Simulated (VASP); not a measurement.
A run of VASP 6.6.1 is set up as follows.

Contents of INCAR:

```
SYSTEM = Ta2H3
PREC     = Accurate       ! precision mode
ENCUT    = 600            ! plane-wave cutoff, eV
EDIFF    = 1E-6           ! SCF threshold, eV
ISMEAR   = 0              ! smearing method
SIGMA    = 0.05           ! smearing width, eV
LREAL    = .False.        ! projectors in reciprocal space
LASPH    = .True.         ! aspherical terms in the spheres
NELM     = 80             ! most SCF steps
ALGO     = Fast           ! electronic algorithm
ISIF     = 3              ! what is computed and relaxed
LWAVE    = .False.        ! write WAVECAR
LCHARG   = .False.        ! write CHGCAR
GGA      = PE             ! functional
IBRION   = 2              ! ionic algorithm
NSW      = 60             ! ionic steps
EDIFFG   = -0.01          ! ionic threshold
```

KPOINTS

```
regular mesh
0
Gamma
  8 8 6
  0 0 0
```

File POSCAR:

```
Ta2H3
1.0
    3.6818478800      0.0000000000      0.0000000000
   -1.8409239400      3.1885738000      0.0000000000
    0.0000000000      0.0000000000      4.4904225400
Ta H
2 3
Direct
    0.6666666700      0.3333333300      0.8371703600
    0.3333333300      0.6666666700      0.1628296400
    0.0000000000      0.0000000000      0.0000000000
    0.6666666700      0.3333333300      0.3496741700
    0.3333333300      0.6666666700      0.6503258300
```

Potentials or basis: VASP PAW PBE potentials, release 64 (Ta_pv, H).

The run is started by

```bash
$ cat potpaw_PBE.64/Ta_pv/POTCAR potpaw_PBE.64/H/POTCAR > POTCAR
$ mpirun -np 1 vasp_std > vasp.out
```

**Question.** Predict the relaxed volume.

**Answer.** 8.72 Å³/atom.

**Question.** Estimate the space group after relaxing (to 0.05 Å).

**Answer.** P-3m1 (No. 164).

The path:
```tsv
step	energy change (eV)	largest force (eV/Å)	pressure (GPa)	volume (Å³)
1	0.0000	5.1191	2.12	52.72
2	-1.0112	0.2131	-20.72	53.77
3	-1.0170	0.0474	-19.72	53.68
4	-2.0692	0.5963	-0.63	44.66
5	-2.0899	0.9032	3.58	43.68
6	-2.4221	0.8474	6.40	42.56
7	-2.4394	0.9645	10.30	41.92
8	-2.6429	0.8005	-5.60	45.26
9	-2.6429	0.8032	-5.42	45.22
10	-2.7646	0.6315	-3.25	44.70
11	-2.8147	0.5666	-0.29	44.13
12	-2.8158	0.6207	0.25	44.04
13	-2.8595	0.1596	-1.08	44.00
14	-2.8611	0.1530	-1.30	43.99
15	-2.8734	0.1129	1.36	43.33
16	-2.8743	0.0963	0.70	43.47
17	-2.8758	0.0615	-0.87	43.79
18	-2.8760	0.0602	-0.45	43.70
19	-2.8768	0.0499	0.16	43.58
20	-2.8768	0.0541	0.19	43.57
21	-2.8772	0.0171	0.01	43.60
22	-2.8772	0.0172	-0.01	43.60
23	-2.8772	0.0032	0.00	43.61
```

Caveat: the volume moved by over 15 % at a fixed basis, so the end points are rough. Spin-orbit coupling is left out, which matters for the levels of Ta.
